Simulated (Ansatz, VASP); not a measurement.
TePb: VASP beside Ansatz

```xyz
2
Lattice="0.0000 3.2200 3.2200 3.2200 0.0000 3.2200 3.2200 3.2200 0.0000" Properties=species:S:1:pos:R:3 pbc="T T T"
Pb    0.0000    0.0000    0.0000
Te    3.2200    3.2200    3.2200
```

Alike in both runs: task relaxation of cell and atoms; functional PBE; k mesh 10 × 10 × 10; occupations gaussian, width 0.01 eV; no spin polarisation.

```csv
,VASP,Ansatz
version,VASP 6.6.1,Ansatz 0.2.0
potentials or method,"VASP PAW PBE potentials, release 64 (Pb_d, Te)","scalar-relativistic, plane waves, PAW"
plane-wave cutoff (eV),600,420
valence electrons in the cell,20,30
```

|  | VASP | Ansatz | Ansatz less VASP |
| --- | --- | --- | --- |
| gap on the k mesh at the Fermi level, each at its own relaxed structure (eV) | 0.83 | 0.83 | -0.003 |
| relaxed volume (Å³/atom) | 35.41 | 35.44 | +0.023 |
| relaxed cell length with the largest relative difference (Å) | 4.644 | 4.645 | +0.0010 |
| energy change over the relaxation (meV/atom) | -16 | -16 | -0.3 |

The two sets of potentials don't hold the same shells in valence.

Caveats: spin-orbit coupling is left out, which as a rule narrows the gap of such compounds by several tenths of an eV. A k mesh can miss the band edges.
